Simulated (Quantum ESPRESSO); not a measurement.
Write the native input for Quantum ESPRESSO 7.5 that does the following.

```yaml
Task: single point
Functional: PBE
Potentials_or_basis: SG15 PBE 1.2
Cutoff: 952 eV
Density_cutoff: 3810 eV
k_mesh: 6 × 6 × 4
Occupations: fermi-dirac, width 0.05 eV
Spin: no spin polarisation
Mixing_beta: 0.5
Most_SCF_iterations: 120
SCF_threshold: 6e-10 Ry
```

Crystal: SnSe2.

```
Sn Se
1.0
     3.81100    0.00000    0.00000
    -1.90550    3.30042    0.00000
     0.00000    0.00000    6.13600
Sn Se
1 2
Direct
  0.00000 0.00000 0.00000
  0.66667 0.33333 0.75100
  0.33333 0.66667 0.24900
```

One way to write it, as run:

pw.in

```
&CONTROL
  calculation = 'scf'
  prefix = 'pwscf'
  outdir = './tmp'
  pseudo_dir = './pseudo'
  tprnfor = .true.
  tstress = .true.
  disk_io = 'nowf'
/
&SYSTEM
  ibrav = 0
  nat = 3
  ntyp = 2
  ecutwfc = 70
  nbnd = 20
  occupations = 'smearing'
  smearing = 'fd'
  degauss = 0.00367493
/
&ELECTRONS
  conv_thr = 6d-10
  electron_maxstep = 120
  mixing_beta = 0.5
/
ATOMIC_SPECIES
Sn   118.7100 Sn_ONCV_PBE-1.2.upf
Se    78.9710 Se_ONCV_PBE-1.2.upf
CELL_PARAMETERS angstrom
   3.8110000000    0.0000000000    0.0000000000
  -1.9055000000    3.3004228138    0.0000000000
   0.0000000000    0.0000000000    6.1360000000
ATOMIC_POSITIONS crystal
Sn     0.0000000000    0.0000000000    0.0000000000
Se     0.6666666667    0.3333333333    0.7510000000
Se     0.3333333333    0.6666666667    0.2490000000
K_POINTS automatic
6 6 4 0 0 0
```

Potentials or basis: SG15 PBE 1.2.

The run is started by

```sh
$ OMP_NUM_THREADS=1 mpirun -n 2 pw.x -nk 2 -in pw.in > pw.out
```

Results of the run:

* Pressure: 5.6 GPa
* Largest force: 0.788 eV/Å
* Band gap on the k mesh: 0.80 eV, indirect (least direct gap 1.07 eV)

Caveat: spin-orbit coupling is left out, which moves the levels of the heavy elements; this functional lacks dispersion, which binds the layers, so the pressure and a relaxed spacing across them are unreliable.

Wall time 21 s on 2 MPI ranks on Arm Neoverse V1, on a shared host, peak memory 0.2 GiB a rank.
